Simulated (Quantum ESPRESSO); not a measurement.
# Au under changes of volume

One of the cells (16.855 Å³/atom); the others are scaled copies at fixed shape and fractional positions:

```
Au
1.0
     0.00000    2.03500    2.03500
     2.03500    0.00000    2.03500
     2.03500    2.03500    0.00000
Au
1
Direct
  0.00000 0.00000 0.00000
```

- Program: Quantum ESPRESSO 7.5
- Functional: PBE
- Potentials or basis: SSSP 1.3 efficiency PBE
- Cutoff: 816 eV
- Density cutoff: 3265 eV
- k mesh: 11 × 11 × 11
- Occupations: fermi-dirac, width 0.05 eV
- Spin: no spin polarisation

| volume (Å³/atom) | energy over the lowest point (meV/atom) | pressure (GPa) |
| --- | --- | --- |
| 15.843 | 135.45 | 24.3 |
| 16.181 | 89.78 | 18.9 |
| 16.518 | 54.90 | 14.1 |
| 16.855 | 29.55 | 9.8 |
| 17.192 | 12.59 | 6.1 |
| 17.529 | ? | ? |
| 17.866 | 0.00 | -0.1 |

Question: What does the run at 17.529 Å³/atom give?

Answer: Energy over the lowest point 3.04 meV/atom; pressure 2.8 GPa.

Worked out: A Birch-Murnaghan fit of order 3 (a polynomial in V^(-2/3)) to the other rows has its minimum at 17.86 Å³/atom with B0 = V·E''(V) = 146 GPa and B' = 5.5. It gives 3.01 meV/atom at 17.529 Å³/atom, against the run's 3.04, and -dE/dV = 2.9 GPa, against 2.8.

Energies are extrapolated to zero smearing.
